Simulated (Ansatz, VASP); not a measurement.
CdS in VASP and in Ansatz

INCAR

```
PREC = Accurate
ENCUT = 520
EDIFF = 1E-8
ISMEAR = -1
SIGMA = 0.02
LREAL = False
LASPH = True
NELM = 60
ALGO = Normal
ISIF = 2
LWAVE = False
LCHARG = False
GGA = PE
LEFG = True
NBANDS = 16
```

File KPOINTS:

```
regular mesh
0
Gamma
  7 7 7
```

Contents of POSCAR:

```
CdS
1.0
    0.0000000000      2.9429534649      2.9429534649
    2.9429534649      0.0000000000      2.9429534649
    2.9429534649      2.9429534649      0.0000000000
Cd S
1 1
Direct
    0.0000000000      0.0000000000      0.0000000000
    0.7500000000      0.7500000000      0.7500000000
```

Input for Ansatz:

```yaml
crystal:
  lattice:
    - [0.0, 2.9429534649, 2.9429534649]
    - [2.9429534649, 0.0, 2.9429534649]
    - [2.9429534649, 2.9429534649, 0.0]
  atoms:
    - { symbol: Cd, position: [0.0, 0.0, 0.0] }
    - { symbol: S, position: [0.75, 0.75, 0.75] }
kpoints:
  mp_grid: { grid: [7, 7, 7] }
  band_path:
    path:
      - [0.0, 0.0, 0.0]
      - [-0.5, -0.5, 0.0]
      - [-0.375, -0.375, 0.25]
      - [-0.375, 0.0, 0.375]
      - [0.0, 0.0, 0.0]
      - [0.0, 0.0, 0.5]
      - [-0.5, -0.25, 0.25]
      - [-0.5, -0.5, 0.0]
    npoints: 14
scf:
  occupations: { method: fermi_dirac, width: 0.02 }
hamiltonian:
  xc: pbe
  pseudopotentials: { kind: paw }
output:
  forces: true
  stress: true
  eigenvalues: true
  efg: { contact_densities: true }
  populations: true
  bader: true
  dos: { projected: true, de: 0.2, e_range: [-14, 8] }
  write_density: true
  write_potential: true
  elf: true
  volumetric_format: npy
```

Alike in both runs: task electric field gradients; functional PBE; k mesh 7 × 7 × 7; occupations fermi-dirac, width 0.02 eV; no spin polarisation.

```csv
,VASP,Ansatz
version,VASP 6.6.1,Ansatz 0.2.0
potentials or method,"VASP PAW PBE potentials, release 64 (Cd, S)","PAW with Ansatz's default frozen-core files, scalar-relativistic"
plane-wave cutoff (eV),520,420
valence electrons in the cell,18,26
```

VASP gave:

* gap on the k mesh at the Fermi level (eV): 1.09
* pressure (GPa): 1.5
* Vzz of the field gradient on the site that differs most (V/Å²): 0.0

**Question.** What did Ansatz give for the same quantities?

**Answer.** gap on the k mesh at the Fermi level (eV): 1.09; pressure (GPa): 1.2; Vzz of the field gradient on the site that differs most (V/Å²): 0.0.

The functional is the same, so the differences come from potentials, cutoffs and numerics. The two sets of potentials don't hold the same shells in valence. Ansatz warned: «gradients_without_spin_orbit».
